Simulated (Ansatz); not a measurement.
**AlGa3N4: how the free axis answers a strain**

AlGa3N4, P-43m, a = 4.468 Å. The structure is a Materials Project entry; whether it is the stable form wasn't checked. Ansatz: PBEsol, PAW, 420 eV, Γ-centred 6×6×6 mesh on 8 atoms, Gaussian smearing 0.02 eV; no spin polarisation. Series: biaxial strain in the a-b plane, c and atoms relaxed; x is the strain in per cent. y is the change of c in per cent of 4.468 Å.

```tsv
x (%)	y (%)
-3.0	?
-1.5	1.60
0.0	0.00
1.5	-1.68
3.0	-3.45
```

Question: Fit y = c1 x + c2 x² to the other rows, say what c1 measures, and predict the missing y.

Answer: Least squares on the rows shown. y = −1.094 x − 0.01859 x². With no stress along c, c1 = −2C12/C11 = -1.094. At x = -3.0 the fit asked for gives 3.11 %. The run gave 3.13 %, so the fit is 0.02 % too low, a small miss on the scale of the series. The form still works here, 33 % of the fitted range beyond its end.